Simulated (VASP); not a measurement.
Wanted: the native input for a VASP 6.6.1 run.

* Task: single point
* Functional: PBEsol
* Potentials or basis: VASP PAW PBE potentials, release 64 (Pt, Te)
* Cutoff: 520 eV
* k mesh: 7 × 7 × 7
* Occupations: gaussian, width 0.05 eV
* Spin: collinear spin, antiferromagnetic start
* Starting moments: [0.5, -0.5, 0.0, 0.0] μB
* Hubbard terms: Pt d U = 2 eV
* Further INCAR settings: ALGO = Fast; EDIFF = 1e-06

The structure of TePt lies in POSCAR:

```
TePt
1.0
    1.9815662800      1.1440578300      6.6610310500
   -1.9815662800      1.1440578300      6.6610310500
    0.0000000000     -2.2881156500      6.6610310500
Pt Te
2 2
Direct
    0.8703333333      0.8703333333      0.8703333333
    0.1296666667      0.1296666667      0.1296666667
    0.5980000000      0.5980000000      0.5980000000
    0.4020000000      0.4020000000      0.4020000000
```

These files were run (other wordings do the same):

INCAR

```
PREC     = Accurate       # precision mode
ENCUT    = 520            # plane-wave cutoff, eV
EDIFF    = 1E-6           # SCF threshold, eV
ISMEAR   = 0              # smearing method
SIGMA    = 0.05           # smearing width, eV
LREAL    = False          # projectors in reciprocal space
LASPH    = True           # aspherical terms in the spheres
NELM     = 60             # most SCF steps
ALGO     = Fast           # electronic algorithm
ISIF     = 2              # what is computed and relaxed
LWAVE    = False          # write WAVECAR
LCHARG   = False          # write CHGCAR
ISPIN    = 2              # spin polarisation
MAGMOM   = 0.5 -0.5 0 0   # initial moments
LORBIT   = 11             # projections on sites
LMAXMIX  = 4              # l up to which the mixer works
LDAU     = True           # DFT+U
LDAUTYPE = 2            
LDAUL    = 2 -1           # shell
LDAUU    = 2 0            # U, eV
LDAUJ    = 0 0          
LDAUPRINT= 1            
GGA      = PS             # functional
```

KPOINTS

```
regular mesh
0
Gamma
  7 7 7
```

Potentials or basis: VASP PAW PBE potentials, release 64 (Pt, Te).

Launch:

```console
$ cat potpaw_PBE.64/Pt/POTCAR potpaw_PBE.64/Te/POTCAR > POTCAR
$ mpirun -np 1 vasp_std > vasp.out
```

Results of the run:

The pressure is -2.3 GPa and the largest force is 0.201 eV/Å. The band gap on the k mesh is none (metal or under the smearing width) and the net moment is 0.00 μB per cell. The valence electrons inside the program's atomic spheres are Pt 9.53; Te 3.32.

Caveat: the PAW data sets were made with another functional, which shifts forces and pressure a little; the U is typed as a test and isn't derived for this compound.

Wall time 6.8 min on 1 thread of Intel(R) Xeon(R) Platinum 8488C (Sapphire Rapids), with other jobs on the host, peak memory 0.55 GiB.
